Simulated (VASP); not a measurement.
Here is a VASP 6.6.1 calculation.

File INCAR:

```
SYSTEM = Cu2O
PREC = Accurate
ENCUT = 600
EDIFF = 1E-6
ISMEAR = 0
SIGMA = 0.03
LREAL = .False.
LASPH = .True.
NELM = 80
ALGO = Normal
ISIF = 3
LWAVE = .False.
LCHARG = .False.
GGA = PS
IBRION = 2
NSW = 90
EDIFFG = -0.01
KPAR = 2
```

The input KPOINTS:

```
Automatic mesh
0
Gamma
  6 6 6
  0 0 0
```

File POSCAR:

```
Cu2O
1.0
    4.2600000000      0.0000000000      0.0000000000
    0.0000000000      4.2600000000      0.0000000000
    0.0000000000      0.0000000000      4.2600000000
Cu O
4 2
Direct
    0.2500000000      0.2500000000      0.2500000000
    0.2500000000      0.7500000000      0.7500000000
    0.7500000000      0.7500000000      0.2500000000
    0.7500000000      0.2500000000      0.7500000000
    0.0000000000      0.0000000000      0.0000000000
    0.5000000000      0.5000000000      0.5000000000
```

Potentials or basis: VASP PAW PBE potentials, release 64 (Cu, O).

The run is started by

```bash
$ cat potpaw_PBE.64/Cu/POTCAR potpaw_PBE.64/O/POTCAR > POTCAR
$ mpirun -np 2 vasp_std > vasp.out
```

(1) Estimate the band gap on the k mesh.

(2) Predict the space group after relaxing (to 0.05 Å).

Answers

(1) 0.55 eV, direct.

(2) Pn-3m (No. 224).
